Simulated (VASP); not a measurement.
# MgB₂, vacuum levels of a slab or layer: which settings are enough?

MgB₂, slab, 6 atoms in the cell. PBE; PAW potentials Mg, B (PBE set). VASP 6.6.1.

Wanted: face levels within 0.04 eV; energy within 2 meV/atom; forces within 0.02 eV/Å.

Crystal: MgB2, P6/mmm; Face: (0 0 1); Atomic planes: 4; Dipole correction: yes.

Face levels: vacuum level at each face, counted from the Fermi level.

POSCAR of the starting run:
```
MgB2
1.0
    3.0808816031      0.0000000000      0.0000000000
   -1.5404408015      2.6681217344      0.0000000000
    0.0000000000      0.0000000000     20.2531612521
Mg B
2 4
Direct
    0.0000000000      0.0000000000      0.4567708535
    0.0000000000      0.0000000000      0.6296874396
    0.6666666700      0.3333333300      0.3703125604
    0.3333333300      0.6666666700      0.3703125604
    0.6666666700      0.3333333300      0.5432291465
    0.3333333300      0.6666666700      0.5432291465
```

The series start from vacuum (Å): 15; correction: LDIPOL, IDIPOL 3, DIPOL, AMIN 0.01; k spacing (1/Å): 0.3; Cutoff ENCUT (eV): 420; SCF threshold EDIFF (eV): 1e-6; PREC: Accurate; LREAL: .FALSE.; ALGO: Normal. Each series keeps the choices made before it, and each single choice may use up half of a tolerance.

## Vacuum (Å)

| Vacuum (Å) | Face levels, largest deviation (eV) | Energy less reference (meV/atom) | Forces, largest deviation (eV/Å) | SCF iterations | Time (s) |
|---|---|---|---|---|---|
| 6 | 0.380 | 1.4 | 0.057 | 18 | 16 |
| 8 | 0.049 | 0.0 | 0.004 | 17 | 18 |
| 10 | 0.036 | 0.1 | 0.000 | 21 | 21 |
| 12 | 0.003 | 0.1 | 0.000 | 24 | 29 |
| 15 | 0.000 | 0.0 | 0.000 | 26 | 53 |
| 20 | 0.001 | 0.0 | 0.000 | 30 | 44 |
| 25 (reference) | 0.000 | 0.0 | 0.000 | 34 | 61 |

Chosen: 12, the loosest value from which every tighter one stays within half of the tolerance.

## Correction

| Correction | Face levels, largest deviation (eV) | Energy less reference (meV/atom) | Forces, largest deviation (eV/Å) | SCF iterations | Time (s) |
|---|---|---|---|---|---|
| LDIPOL, IDIPOL 3, DIPOL, AMIN 0.01 | 0.000 | 0.0 | 0.000 | 24 | 29 |
| LDIPOL, default AMIN | 0.001 | 0.0 | 0.000 | 22 | 22 |
| LDIPOL, no DIPOL | no result | no result | no result | 150 | 158 |
| IDIPOL 3 alone (energy only) | 0.800 | 1.4 | 0.015 | 20 | 24 |
| kernel truncation, coarsened | 0.053 | -0.1 | 0.000 | 22 | 30 |
| kernel truncation, full padding | 0.007 | -0.1 | 0.000 | 22 | 29 |

Chosen: LDIPOL, default AMIN; it saves 6.8 s of 29, so LDIPOL, IDIPOL 3, DIPOL, AMIN 0.01 would do nearly as well.

## k spacing (1/Å)

| k spacing (1/Å) | Face levels, largest deviation (eV) | Energy less reference (meV/atom) | Forces, largest deviation (eV/Å) | SCF iterations | Time (s) |
|---|---|---|---|---|---|
| 0.6 | 0.829 | 23.0 | 0.825 | 36 | 24 |
| 0.45 | 0.215 | 10.4 | 0.357 | 22 | 15 |
| 0.3 | 0.193 | 6.8 | 0.102 | 22 | 22 |
| 0.22 | 0.102 | -3.1 | 0.088 | 22 | 26 |
| 0.16 (reference) | 0.000 | 0.0 | 0.000 | 23 | 39 |

Chosen: 0.16; the next looser run is off by more than half of the tolerance, so convergence isn't shown beyond this value.

## Cutoff ENCUT (eV)

| Cutoff ENCUT (eV) | Face levels, largest deviation (eV) | Energy less reference (meV/atom) | Forces, largest deviation (eV/Å) | SCF iterations | Time (s) |
|---|---|---|---|---|---|
| 260 | 0.010 | 24.4 | 0.006 | 22 | 14 |
| 320 | 0.001 | 4.7 | 0.001 | 23 | 21 |
| 370 | 0.000 | 0.9 | 0.001 | 23 | 24 |
| 420 | 0.000 | 0.6 | 0.000 | 23 | 39 |
| 480 | 0.000 | 0.6 | 0.000 | 23 | 37 |
| 575 (reference) | 0.000 | 0.0 | 0.000 | 23 | 43 |

Chosen: 370.

## SCF threshold EDIFF (eV)

| SCF threshold EDIFF (eV) | Face levels, largest deviation (eV) | Energy less reference (meV/atom) | Forces, largest deviation (eV/Å) | SCF iterations | Time (s) |
|---|---|---|---|---|---|
| 0.001 | 0.129 | 0.1 | 0.013 | 14 | 16 |
| 0.0001 | 0.067 | 0.1 | 0.003 | 15 | 15 |
| 1e-5 | 0.000 | 0.0 | 0.000 | 21 | 21 |
| 1e-6 | 0.000 | 0.0 | 0.000 | 23 | 24 |
| 1e-7 (reference) | 0.000 | 0.0 | 0.000 | 24 | 23 |

Chosen: 1e-5.

## PREC

| PREC | Face levels, largest deviation (eV) | Energy less reference (meV/atom) | Forces, largest deviation (eV/Å) | SCF iterations | Time (s) |
|---|---|---|---|---|---|
| Accurate | 0.000 | 0.0 | 0.000 | 21 | 21 |
| Normal | 0.001 | -0.1 | 0.000 | 21 | 14 |

Chosen: Normal, the fastest of those that stay within half of the tolerance.

## LREAL

| LREAL | Face levels, largest deviation (eV) | Energy less reference (meV/atom) | Forces, largest deviation (eV/Å) | SCF iterations | Time (s) |
|---|---|---|---|---|---|
| .FALSE. | 0.000 | 0.0 | 0.000 | 21 | 14 |
| Auto | 0.001 | -0.4 | 0.002 | 21 | 12 |

Chosen: Auto; it saves 1.8 s of 14, so .FALSE. would do nearly as well.

## ALGO

| ALGO | Face levels, largest deviation (eV) | Energy less reference (meV/atom) | Forces, largest deviation (eV/Å) | SCF iterations | Time (s) |
|---|---|---|---|---|---|
| Normal | 0.000 | 0.0 | 0.000 | 21 | 12 |
| Fast | 0.001 | 0.0 | 0.000 | 21 | 11 |
| All | 0.011 | 0.0 | 0.007 | 30 | 24 |

Chosen: Normal; no other choice that stays within half of the tolerance saves 30 % of the time.

## All choices together

| Input | Face levels, largest deviation (eV) | Energy less reference (meV/atom) | Forces, largest deviation (eV/Å) | Time (s) |
|---|---|---|---|---|
| starting input without the dipole correction (naive) | 0.717 | 6.4 | 0.101 | 51 |
| chosen settings | 0.003 | 0.4 | 0.002 | 12 |
| reference settings throughout | 0.000 | 0.0 | 0.000 | 111 |

The chosen settings stay within the tolerance of the reference run, but the reference itself isn't shown to be converged in: k spacing (1/Å).

Values of the reference run: Face levels: 4.238, 5.843 eV.

## The input

INCAR:
```
PREC = Normal
ENCUT = 370
EDIFF = 1E-5
ISMEAR = 0
SIGMA = 0.1
LREAL = Auto
LASPH = True
ALGO = Normal
NELM = 150
LWAVE = False
LCHARG = False
GGA = PE
KPAR = 4
LVHAR = True
LVACPOTAV = True
LDIPOL = True
IDIPOL = 3
DIPOL = 0.5 0.5 0.5
```

KPOINTS:
```
Automatic mesh
0
Gamma
  15 15 1
  0 0 0
```

POSCAR:
```
MgB2
1.0
    3.0808816031      0.0000000000      0.0000000000
   -1.5404408015      2.6681217344      0.0000000000
    0.0000000000      0.0000000000     17.2531612521
Mg B
2 4
Direct
    0.0000000000      0.0000000000      0.4492541186
    0.0000000000      0.0000000000      0.6522376443
    0.6666666700      0.3333333300      0.3477623557
    0.3333333300      0.6666666700      0.3477623557
    0.6666666700      0.3333333300      0.5507458814
    0.3333333300      0.6666666700      0.5507458814
```

Commands:
```
cat potpaw_PBE.64/Mg/POTCAR potpaw_PBE.64/B/POTCAR > POTCAR
mpirun -np 4 vasp_std > vasp.out
```

The chosen input took VASP 6.6.1 12 s on 4 cores (AMD EPYC 7R43 (Zen 3)), a shared host.

## An input that fails: vacuum far too thin for the dipole correction

It runs to its end, but against the unchanged starting input it is off by 3.236 eV in the face levels, 2.3 meV/atom in the energy, 0.628 eV/Å in the forces.

Vacuum (Å): 15 becomes 3.

Changes against the starting input:
```
(POSCAR)
-    0.0000000000      0.0000000000     20.2531612521
+    0.0000000000      0.0000000000      8.2531612521
-    0.0000000000      0.0000000000      0.4567708535
-    0.0000000000      0.0000000000      0.6296874396
-    0.6666666700      0.3333333300      0.3703125604
-    0.3333333300      0.6666666700      0.3703125604
-    0.6666666700      0.3333333300      0.5432291465
-    0.3333333300      0.6666666700      0.5432291465
+    0.0000000000      0.0000000000      0.3939161798
+    0.0000000000      0.0000000000      0.8182514610
+    0.6666666700      0.3333333300      0.1817485390
+    0.3333333300      0.6666666700      0.1817485390
+    0.6666666700      0.3333333300      0.6060838202
+    0.3333333300      0.6666666700      0.6060838202
```
